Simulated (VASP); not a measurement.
A run of VASP 6.6.1 is set up as follows.

File INCAR:

```
PREC = Accurate
ENCUT = 300
EDIFF = 1E-6
ISMEAR = 1
SIGMA = 0.1
LREAL = F
LASPH = T
NELM = 80
ALGO = Normal
ISIF = 3
LWAVE = F
LCHARG = F
GGA = PE
IBRION = 2
NSW = 90
EDIFFG = -0.01
```

Contents of KPOINTS:

```
regular mesh
0
Gamma
  9 9 8
```

Contents of POSCAR:

```
Si
1.0
    2.6205428149      0.0000000000      0.0000000000
   -1.3102714075      2.2694566494      0.0000000000
    0.0000000000      0.0000000000      2.4663543900
Si
1
Direct
    0.0000000000      0.0000000000      0.0000000000
```

Potentials or basis: VASP PAW PBE potentials, release 64 (Si).

Run with:

```console
$ cat potpaw_PBE.64/Si/POTCAR > POTCAR
$ mpirun -np 1 vasp_std > vasp.out
```

**Question.** Estimate the space group after relaxing (to 0.05 Å).

**Answer.** P6/mmm (No. 191).

**Question.** Estimate the relaxed volume.

**Answer.** 14.97 Å³/atom.

Final structure:
```
Si
1.0
     2.63051    0.00000    0.00000
    -1.31525    2.27809    0.00000
     0.00000    0.00000    2.49870
Si
1
Cartesian
  0.0000 0.0000 0.0000
```

Caveat: the cutoff is under 1.25 times the usual one of these potentials, so pressure, stress and relaxed cells hold a basis-set (Pulay) error.
